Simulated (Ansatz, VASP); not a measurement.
TiCo in VASP and in Ansatz

```
Ti Co
1.0
     2.99132    0.00000    0.00000
     0.00000    2.99132    0.00000
     0.00000    0.00000    2.99132
Ti Co
1 1
Direct
  0.00000 0.00000 0.00000
  0.50000 0.50000 0.50000
```

Alike in both runs: task single point; functional PBE; k mesh 16 × 16 × 16; occupations gaussian, width 0.05 eV; no spin polarisation.

```csv
,VASP,Ansatz
version,VASP 6.6.1,Ansatz 0.2.0
potentials or method,"VASP PAW PBE potentials, release 64 (Ti_sv, Co)","scalar-relativistic, plane waves, PAW"
plane-wave cutoff (eV),520,420
valence electrons in the cell,21,29
```

|  | VASP | Ansatz | Ansatz less VASP |
| --- | --- | --- | --- |
| gap on the k mesh at the Fermi level (eV) | none | none | - |
| pressure (GPa) | -3.7 | -3.4 | +0.34 |

A gap of «none» marks a metal or a gap that the smearing closes. The two sets of potentials don't hold the same shells in valence.

Spin polarisation is off, so any magnetic state and its effect on volume and gap are missing.
